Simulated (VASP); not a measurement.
# TiTe2 (P-3m1) in VASP: a series of runs

One crystal, TiTe2, is run at these levels: HSE06, PBE+D3(BJ); tasks: single point, relaxation of cell and atoms.

All numbers are computed with VASP 6.6.1; they aren't measurements. Logs are shortened: lines on timing, memory, paths and dates and some standing lists are left out, and cuts for length are marked.

**1. The structure**

The structure is trigonal, space group P-3m1 (No. 164). The conventional cell has a = 3.777 Å, b = 3.777 Å, c = 6.498 Å, α = 90.00°, β = 90.00°, γ = 120.00°. Around Te (site symmetry 3m) lie 3 Ti at 2.77 Å. Ti (site symmetry -3m) is surrounded by 6 Te at 2.77 Å.

**2. Single point, HSE06**

POSCAR reads:

```
TiTe2
1.0
    3.7770000000      0.0000000000      0.0000000000
   -1.8885000000      3.2709779501      0.0000000000
    0.0000000000      0.0000000000      6.4980000000
Te Ti
2 1
Direct
    0.3333333333      0.6666666667      0.7372000000
    0.6666666667      0.3333333333      0.2628000000
    0.0000000000      0.0000000000      0.0000000000
```

INCAR.step1 reads:

```
PREC = Accurate
ENCUT = 300
EDIFF = 1E-5
ISMEAR = 0
SIGMA = 0.01
LREAL = False
LASPH = True
NELM = 100
ALGO = Normal
ISIF = 2
LWAVE = True
NBANDS = 20
NKRED = 1
GGA = PE
```

INCAR.step2 reads:

```
PREC = Accurate
ENCUT = 300
EDIFF = 1E-6
ISMEAR = 0
SIGMA = 0.01
LREAL = False
LASPH = True
NELM = 100
ALGO = Normal
ISIF = 2
LWAVE = False
LCHARG = False
GGA = PE
LHFCALC = True
HFSCREEN = 0.2
PRECFOCK = Fast
NBANDS = 20
NKRED = 1
ISTART = 1
```

KPOINTS reads:

```
regular mesh
0
Gamma
  5 5 3
```

Potentials or basis: VASP PAW PBE potentials, release 64 (Te, Ti_sv).

Run with:

```sh
$ cat potpaw_PBE.64/Te/POTCAR potpaw_PBE.64/Ti_sv/POTCAR > POTCAR
$ cp INCAR.step1 INCAR
$ mpirun -np 1 vasp_std > vasp.out
$ cp INCAR.step2 INCAR
$ mpirun -np 1 vasp_std > vasp.out
```

OUTCAR:

```text
PREC = Accurate
   ENCUT = 300
   EDIFF = 1E-6
   ISMEAR = 0
   LREAL = False
   LASPH = True
   NELM = 100
   ISIF = 2
   GGA = PE
   LHFCALC = True
   HFSCREEN = 0.2
   PRECFOCK = Fast
   NKRED = 1
   ISTART = 1

 Found     12 irreducible k-points:

 Following reciprocal coordinates:
            Coordinates               Weight
  0.000000  0.000000  0.000000      1.000000
  0.200000  0.000000  0.000000      6.000000
  0.400000  0.000000  0.000000      6.000000
  0.200000  0.200000  0.000000      6.000000
  0.400000  0.200000  0.000000      6.000000
  0.000000  0.000000  0.333333      2.000000
   k-points           NKPTS =     12   k-points in BZ     NKDIM =     75   number of bands    NBANDS=     20
   number of dos      NEDOS =    301   number of ions     NIONS =      3
   total plane-waves  NPLWV =  23040
   dimension x,y,z NGX =    24 NGY =   24 NGZ =   40
   dimension x,y,z NGXF=    48 NGYF=   48 NGZF=   80
   ions per type =               2   1
   NGX,Y,Z   is equivalent  to a cutoff of  10.56, 10.56, 10.23 a.u.
   NGXF,Y,Z  is equivalent  to a cutoff of  21.13, 21.13, 20.47 a.u.
 SYSTEM =  unknown system
   PREC   = accura    normal or accurate (medium, high low for compatibility)
   ISTART =      1    job   : 0-new  1-cont  2-samecut
   ICHARG =      0    charge: 1-file 2-atom 10-const
   ISPIN  =      1    spin polarized calculation?
   LNONCOLLINEAR =      F non collinear calculations
   LSORBIT =      F    spin-orbit coupling
   LASPH  =      T    aspherical Exc in radial PAW
   ENCUT  =  300.0 eV  22.05 Ry    4.70 a.u.   5.33  5.33  9.18*2*pi/ulx,y,z
   NELM   =    100;   NELMIN=  2; NELMDL=  0     # of ELM steps
   EDIFF  = 0.1E-05   stopping-criterion for ELM
   LREAL  =      F    real-space projection
   EDIFFG = 0.1E-04   stopping-criterion for IOM
   NSW    =      0    number of steps for IOM
   IBRION =     -1    ionic relax: 0-MD 1-quasi-New 2-CG
   NFREE  =      0    steps in history (QN), initial steepest desc. (CG)
   ISIF   =      2    stress and relaxation
   ISYM   =      3    0-nonsym 1-usesym 2-fastsym
   POTIM  = 0.5000    time-step for ionic-motion
   TEBEG  =    0.0;   TEEND  =   0.0 temperature during run
   PSTRESS=    0.0 pullay stress
   NELECT =      24.0000    total number of electrons
   NUPDOWN=      -1.0000    fix difference up-down
   EMIN   =  10.00;   EMAX   =-10.00  energy-range for DOS
   EFERMI =   0.00;   METHOD = LEGACY
   ISMEAR =     0;   SIGMA  =   0.01  broadening in eV -4-tet -1-fermi 0-gaus
   EFERMI_NEDOS =   21; number of points for ismear=-14 and -15
   IALGO  =     38    algorithm
   IMIX   =      1    mixing-type and parameters
     AMIX     =   0.40;   BMIX     =  1.00
     AMIX_MAG =   1.60;   BMIX_MAG =  1.00
  volume/ion in A,a.u.               =      26.76       180.58
  Fermi-wavevector in a.u.,A,eV,Ry     =   1.094655  2.068597 16.303438  1.198269
  Thomas-Fermi vector in A             =   2.230964
   LORBIT       =      0    0 simple, 1 ext, 2 COOP (PROOUT), +10 PAW based schemes
   GGA     = PE    functional components
   LHFCALC =     T    Hartree Fock is set to
   PRECFOCK=fast      Normal, Fast or Accurate (Low or Medium for compatibility)
   ENCUT4O =  -1.0   cutoff for four orbital integrals eV
   NKREDX  =     1    reduce k-point grid by
   NKREDY  =     1    reduce k-point grid by
   NKREDZ  =     1    reduce k-point grid by
   AEXX    =    0.2500 exact exchange contribution
   HFSCREEN=    0.2000 screening length (either q_TF or 0.3 A-1)
   HFSCREENC=   0.2000 screening length for correlation (either q_TF or 0.3 A-1)
   ENCUTFOCK=  -1.0 apply spherical cutoff to Coloumb kernel
   IVDW    =     0    specifies the selected vdW correction
   LEPSILON=     F    determine dielectric tensor
   LRPA    =     F    only Hartree local field effects (RPA)
 non-spin polarized calculation
 Gauss-broadening in eV      SIGMA  =   0.01
  energy-cutoff  :      300.00
  volume of cell :       80.28
 maximum number of plane-waves:       967
 NGX is ok and might be reduce to    24
  NGX = 12; NGY = 12; NGZ = 20

 number of electron      24.0000003 magnetization

 Free energy of the ion-electron system (eV)
  ---------------------------------------------------
  ext. energy  EPLUGINS =         0.00000000
  ---------------------------------------------------
  free energy    TOTEN  =       -19.88921131 eV

  energy without entropy =      -19.88892863  energy(sigma->0) =      -19.88906997

 E-fermi :   6.9868     XC(G=0):  -8.1817

 val. band max:        6.7752685844   @ k =   0.4000   0.0000   0.3333
 cond. band min:       6.9935959086   @ k =   0.0000   0.4000   0.3333
 fundamental gap:      0.2183273242
 Fermi energy:         6.9867552036

 k-point     1 :       0.0000    0.0000    0.0000
  band No.  band energies     occupation
      1     -55.9325      2.00000
      2     -30.5540      2.00000
      3     -30.5538      2.00000
      4     -30.5380      2.00000
      5      -7.1638      2.00000
      6      -5.4605      2.00000
      7       0.6308      2.00000
      8       4.4792      2.00000
      9       4.4792      2.00000
     10       7.1533      0.00000
     11       7.4410      0.00000
     12       7.4410      0.00000
     13       7.5340      0.00000
     14       7.7732      0.00000
     15       7.7732      0.00000
     16      10.2244      0.00000
     17      10.2244      0.00000
     18      12.2017      0.00000
     19      13.0800      0.00000
     20      15.0131      0.00000

 k-point     2 :       0.2000    0.0000    0.0000
  band No.  band energies     occupation
      1     -55.9309      2.00000
      2     -30.5728      2.00000
      3     -30.5583      2.00000
      4     -30.5351      2.00000
      5      -6.6843      2.00000
      6      -5.2296      2.00000
      7       1.2240      2.00000
      8       3.4934      2.00000
      9       4.5044      2.00000
     10       4.5836      2.00000
     11       6.1234      2.00000
     12       6.3838      2.00000
     13       7.3156      0.00000
     14       8.3454      0.00000
     15       8.4783      0.00000
     16       9.8755      0.00000
     17      10.1710      0.00000
     18      13.2146      0.00000
     19      14.2113      0.00000
     20      14.6015      0.00000

 k-point     3 :       0.4000    0.0000    0.0000
  band No.  band energies     occupation
      1     -55.9283      2.00000
      2     -30.6037      2.00000
      3     -30.5659      2.00000
      4     -30.5301      2.00000
      5      -5.5537      2.00000
      6      -4.9023      2.00000
      7       1.3764      2.00000
      8       2.5307      2.00000
      9       2.7382      2.00000
     10       4.4056      2.00000
     11       4.4698      2.00000
     12       5.2842      2.00000
     13       7.0244      0.00000
     14       8.4611      0.00000
     15       8.8632      0.00000
     16       9.6830      0.00000
     17      10.4921      0.00000
     18      12.6694      0.00000
     19      12.9184      0.00000
     20      13.3948      0.00000

 k-point     4 :       0.2000    0.2000    0.0000
  band No.  band energies     occupation
      1     -55.9289      2.00000
      2     -30.5931      2.00000
      3     -30.5694      2.00000
      4     -30.5311      2.00000
      5      -5.8646      2.00000
      6      -4.9190      2.00000
      7       2.2689      2.00000
      8       2.6477      2.00000
      9       2.6616      2.00000
     10       3.9053      2.00000
     11       4.3290      2.00000
     12       5.3420      2.00000
     13       7.7185      0.00000
     14       8.6862      0.00000
     15       8.7375      0.00000
     16       9.0426      0.00000
     17      10.3367      0.00000
     18      12.6253      0.00000
     19      14.4568      0.00000
     20      14.8714      0.00000

 k-point     5 :       0.4000    0.2000    0.0000
  band No.  band energies     occupation
      1     -55.9276      2.00000
      2     -30.6027      2.00000
      3     -30.5791      2.00000
      4     -30.5288      2.00000
      5      -5.0277      2.00000
      6      -4.8644      2.00000
      7       1.3148      2.00000
      8       2.3875      2.00000
      9       3.2332      2.00000
     10       3.4649      2.00000
     11       3.9133      2.00000
     12       4.0891      2.00000
     13       8.0830      0.00000
     14       8.5035      0.00000
     15       8.7964      0.00000
     16       9.3080      0.00000
     17       9.3816      0.00000
     18      11.6391      0.00000
     19      14.7568      0.00000
     20      14.8671      0.00000

 k-point     6 :       0.0000    0.0000    0.3333
  band No.  band energies     occupation
      1     -55.9324      2.00000
      2     -30.5537      2.00000
      3     -30.5535      2.00000
      4     -30.5380      2.00000
      5      -6.8562      2.00000
      6      -5.9961      2.00000
      7       1.8632      2.00000
      8       4.5347      2.00000
      9       4.5347      2.00000
     10       4.7273      2.00000
     11       7.4282      0.00000
     12       7.4282      0.00000
     13       7.5212      0.00000
     14       7.5212      0.00000
     15       8.2180      0.00000
     16      10.5876      0.00000
     17      10.5876      0.00000
     18      12.4998      0.00000
     19      14.2933      0.00000
     20      14.9192      0.00000

 [... further k-points ...]
[... 5 lines left out ...]
  --------------------------------------------------------------------------------------
  -------------------------------------------------------------------------------------
  Total       -0.4496180     -0.4496180     -0.2614514     -0.0000000      0.0000000      0.0000000
  in kB       -8.9732533     -8.9732533     -5.2179176     -0.0000000      0.0000000      0.0000000
  external PRESSURE =      -7.7214747 kB  Pullay stress =       0.0000000 kB

 VOLUME and BASIS-vectors are now :
 -----------------------------------------------------------------------------
  energy-cutoff  :      300.00
  volume of cell :       80.28
      direct lattice vectors                 reciprocal lattice vectors
     3.777000000  0.000000000  0.000000000     0.264760392  0.152859484  0.000000000
    -1.888500000  3.270977950  0.000000000     0.000000000  0.305718967  0.000000000
     0.000000000  0.000000000  6.498000000     0.000000000  0.000000000  0.153893506

 POSITION                                       TOTAL-FORCE (eV/Angst)
 -----------------------------------------------------------------------------------
     -0.00000      2.18065      4.79033        -0.000000      0.000000      0.303877
      1.88850      1.09033      1.70767         0.000000      0.000000     -0.303877
      0.00000      0.00000      0.00000        -0.000000      0.000000     -0.000000
 -----------------------------------------------------------------------------------
    total drift:                                0.000000      0.000001      0.000000

  FREE ENERGIE OF THE ION-ELECTRON SYSTEM (eV)
  ---------------------------------------------------
  free  energy   TOTEN  =       -19.8892113069 eV

  energy  without entropy=      -19.8889286326  energy(sigma->0) =      -19.88906997
```

Run time: 4.1 min. Hardware: 1 thread of Intel Xeon Platinum 8559C (Emerald Rapids), shared host; peak memory 0.26 GiB.

These settings aren't checked as converged: the numbers below hold their error.

What came out:

```yaml
Free_energy: -19.8892 eV
Largest_force: 0.304 eV/Å
Band_gap_on_the_k_mesh: none (metal or under the smearing width)
```

Caveat: the k mesh is coarse (spacing up to 0.38 Å⁻¹), so the values aren't converged, least of all with exact exchange; the cutoff is under 1.25 times the usual one of these potentials, so pressure, stress and relaxed cells hold a basis-set (Pulay) error; the PAW data sets were made with another functional, which shifts forces and pressure a little; this functional lacks dispersion, which binds the layers, so the pressure and a relaxed spacing across them are unreliable.

[end of part 1 of 2]
